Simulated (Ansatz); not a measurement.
# Relaxing Bi

These are results of Ansatz, DFT PBE, scalar-relativistic, plane waves, PAW, not measurements. Cutoff 420 eV, Γ-centred k mesh, Gaussian smearing, no spin polarisation in the final step.

Bi was placed on the dhcp structure type (P6_3/mmc, No. 194), at a guessed volume.

```xyz
4
Lattice="3.7468 0.0000 0.0000 -1.8734 3.2448 0.0000 0.0000 0.0000 12.0841" Properties=species:S:1:pos:R:3 pbc="T T T"
Bi    0.0000    0.0000    0.0000
Bi    0.0000    0.0000    6.0421
Bi    0.0000    2.1632    9.0631
Bi    1.8734    1.0816    3.0210
```

Cell and atoms relax at zero pressure; the relaxation can't lower the symmetry of the start. After a coarse first stage the cell is made exact in the group found at 0.06 Å.

Energies count from the standard state of Bi at the same level.

(1) What does it relax into?

(2) What are its volume, energy, density and gap?

Results:

(1) It keeps P6_3/mmc (No. 194). The result has the dhcp structure. Conventional cell: a = 3.524 Å, c = 11.789 Å. Bi on Wyckoff site a (2 atoms of the primitive cell) is coordinated by 12 Bi at 3.52–3.58 Å; around Bi on Wyckoff site d (2 atoms of the primitive cell) lie 12 Bi at 3.52–3.58 Å.

```
Bi
1.0
     3.52374    0.00000    0.00000
    -1.76187    3.05165    0.00000
     0.00000    0.00000   11.78891
Bi
4
Direct
  0.00000 0.00000 0.00000
  0.00000 0.00000 0.50000
  0.33333 0.66667 0.75000
  0.66667 0.33333 0.25000
```

(2) The volume per atom is 31.69 Å³. The density is 10.95 g/cm³. The energy over the standard structure is 0.16 eV/atom and the gap on the 15×15×4 mesh is 0 eV (a metal).

The final run used a 15×15×4 mesh on its 4-atom cell and 0.10 eV smearing. The k mesh leaves about 4 meV/atom of noise in metals. Spin–orbit coupling is left out. A structure relaxed within its symmetry needn't be a true minimum.